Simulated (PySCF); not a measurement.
Exact simulation of a proton spin system

Molecule: `C=CCC`, C$_{4}$H$_{8}$.

Bonds (- single, = double, # triple, : aromatic): C1=C2 1.334 Å, C2-C3 1.496 Å, C3-C4 1.526 Å. C1 carries H5, H6; C2 carries H7; C3 carries H8, H9; C4 carries H10, H11, H12. H5 is cis to C3; H6 is trans to C3.

PySCF 2.14 calculation with J: B3LYP/pcJ-1 (without the spin–dipole term), NMR shieldings at KT2/pcSseg-2/GIAO and PBE0-D3(BJ)/def2-SVP structure; non-relativistic Hamiltonian, one computed conformer, equivalent nuclei averaged, no solvent model.

Scale: ¹H (σref 31.18) against TMS (reference shieldings calculated alike).

Shifts (ppm): H5 5.11, H6 4.99, H7 6.02, H8/H9 2.19, H10/H11/H12 0.99.
Couplings (Hz): H5–H6: 2.4; H5–H7: 17.8; H5–H8, H5–H9: -1.8; H5–H10, H5–H11, H5–H12: -0.1; H6–H7: 11.1; H6–H8, H6–H9: -1.4; H6–H10, H6–H11, H6–H12: 0.1; H7–H8, H7–H9: 8.5; H7–H10, H7–H11, H7–H12: -0.3; H8–H9: -14.8; H8–H10, H8–H11, H8–H12, H9–H10, H9–H11, H9–H12: 8.4; H10–H11, H10–H12, H11–H12: -13.9.

The 8-spin Hamiltonian (Zeeman plus full scalar coupling among like nuclei) was diagonalised exactly; lines are Lorentzian, 0.4 Hz wide, and the maxima above 3 % are listed with the tallest set to 100.

**Question.** Give the ¹H peak list of this spin system at 250 MHz.

**Answer.** 
δ in ppm (height): 6.114 (3), 6.113 (3), 6.080 (6), 6.079 (6), 6.070 (4), 6.069 (4), 6.046 (4), 6.045 (4), 6.044 (4), 6.043 (4), 6.042 (4), 6.036 (7), 6.035 (7), 6.009 (7), 6.008 (7), 6.002 (4), 6.001 (4), 5.999 (5), 5.998 (4), 5.975 (4), 5.974 (4), 5.965 (8), 5.964 (8), 5.931 (4), 5.930 (4), 5.156 (6), 5.149 (12), 5.147 (8), 5.142 (7), 5.140 (14), 5.132 (7), 5.085 (5), 5.078 (10), 5.076 (7), 5.071 (6), 5.068 (12), 5.061 (6), 5.022 (7), 5.016 (13), 5.011 (9), 5.007 (11), 5.001 (6), 4.978 (6), 4.972 (12), 4.967 (8), 4.962 (11), 4.957 (5), 2.258 (4), 2.230 (9), 2.224 (14), 2.218 (9), 2.197 (14), 2.191 (22), 2.184 (14), 2.164 (8), 2.163 (10), 2.157 (17), 2.156 (12), 2.151 (8), 2.150 (10), 2.123 (4), 1.023 (49), 0.990 (100), 0.956 (42)

**Question.** And at 600 MHz?

**Answer.** 
Hz from δ = 0 (height): 3635.2 (3), 3635.1 (3), 3626.8 (7), 3626.6 (7), 3624.2 (3), 3624.0 (3), 3618.2 (4), 3618.0 (4), 3617.5 (4), 3617.2 (4), 3615.7 (7), 3615.5 (7), 3609.0 (7), 3608.8 (7), 3607.2 (4), 3606.9 (4), 3606.4 (5), 3606.2 (4), 3600.5 (4), 3600.2 (4), 3597.9 (7), 3597.7 (7), 3589.4 (4), 3589.2 (4), 3077.8 (6), 3076.0 (12), 3075.4 (8), 3074.2 (7), 3073.6 (13), 3071.8 (6), 3060.0 (5), 3058.2 (11), 3057.6 (7), 3056.4 (7), 3055.8 (12), 3054.0 (6), 3002.1 (6), 3000.7 (12), 2999.6 (8), 2999.4 (8), 2998.2 (11), 2996.9 (6), 2991.0 (6), 2989.6 (12), 2988.6 (8), 2988.2 (8), 2987.2 (11), 2985.8 (6), 1331.1 (4), 1330.8 (4), 1324.1 (11), 1322.7 (15), 1322.4 (14), 1320.9 (11), 1315.7 (17), 1314.2 (22), 1314.0 (21), 1312.5 (17), 1307.2 (12), 1305.8 (15), 1305.5 (14), 1304.1 (12), 1298.8 (3), 1297.4 (4), 1297.1 (4), 1295.6 (3), 602.4 (50), 594.0 (100), 585.6 (48)

**Question.** Among coupled protons with different shifts, which pair is furthest from first order, and how does the field change that?

**Answer.** H5 and H6: Δν/J is about 12.5 at 250 MHz (close to first order) and 30.0 at 600 MHz (close to first order). J in Hz doesn't depend on the field, while Δν in Hz grows in proportion to it.

Unscaled 3J(H,H) at this level run about 10 % above measured values. Couplings across =CH–CH2 type bonds come from one rotamer and its mirror image, and can be 1–2 Hz further off.
